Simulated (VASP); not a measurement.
## VASP 6.6.1 run: PbS

INCAR

```
NSW = 0
NELM = 58
ENCUT = 520
IBRION = -1
LCHARG = .FALSE.
NBANDS = 17
SIGMA = 0.02
LREAL = .FALSE.
LWAVE = .FALSE.
ISIF = 2
ISMEAR = -1
GGA = PE
PREC = Medium
EDIFF = 1E-7
LASPH = .TRUE.
```

KPOINTS

```
KPOINTS created by Atomic Simulation Environment
0
Gamma
6 6 6
0 0 0
```

POSCAR

```
Pb S
 1.0000000000000000
     0.0000000000000000    2.9872326910541420    2.9872326910541420
     2.9872326910541420    0.0000000000000000    2.9872326910541420
     2.9872326910541420    2.9872326910541420    0.0000000000000000
 Pb  S
   1   1
Cartesian
 -0.0000000000000000  0.0000000000000000  0.0000000000000000
  2.9872326910541420  2.9872326910541420  2.9872326910541420
```

The recommended PBE PAW datasets give the neutral cell 20 valence electrons.

Command

```
mpirun -np 1 vasp_std
```

Question: How does this run end, and what does it give?

Answer: It converged. Results: gap between bands v and c on the k mesh 0.44 eV; least direct gap on the k mesh 0.44 eV; pressure 0.9 GPa. Band v is the last that the valence electrons fill when counted band by band, and c is the next.

OSZICAR

```
N       E                     dE             d eps       ncg     rms          rms(c)
DAV:   1     0.162039861633E+03    0.16204E+03   -0.97274E+03   544   0.123E+03
DAV:   2     0.411524726238E+01   -0.15792E+03   -0.15184E+03   563   0.308E+02
DAV:   3    -0.890503876720E+01   -0.13020E+02   -0.12911E+02   705   0.942E+01
DAV:   4    -0.925703772580E+01   -0.35200E+00   -0.35163E+00   679   0.169E+01
DAV:   5    -0.926891062597E+01   -0.11873E-01   -0.11872E-01   742   0.319E+00    0.450E+00
DAV:   6    -0.876406674768E+01    0.50484E+00   -0.14644E+00   841   0.791E+00    0.310E+00
DAV:   7    -0.876578663037E+01   -0.17199E-02   -0.14895E-01   636   0.192E+00    0.185E+00
DAV:   8    -0.876977039593E+01   -0.39838E-02   -0.19164E-02   648   0.143E+00    0.402E-01
DAV:   9    -0.876890821137E+01    0.86218E-03   -0.44502E-03   825   0.567E-01    0.879E-02
DAV:  10    -0.876913045593E+01   -0.22224E-03   -0.40789E-04   616   0.117E-01    0.695E-02
DAV:  11    -0.876913466166E+01   -0.42057E-05   -0.56841E-05   770   0.803E-02    0.119E-02
DAV:  12    -0.876913558264E+01   -0.92098E-06   -0.43874E-06   692   0.216E-02    0.353E-03
DAV:  13    -0.876913558601E+01   -0.33706E-08   -0.20903E-07   706   0.489E-03
   1 F= -.87691356E+01 E0= -.87691354E+01  d E =-.279698E-06
```

For comparison, a separate PBE run of the intended cell, on usual settings and not on those above, gives a gap of 0.44 eV on its mesh and a pressure of 0.9 GPa.
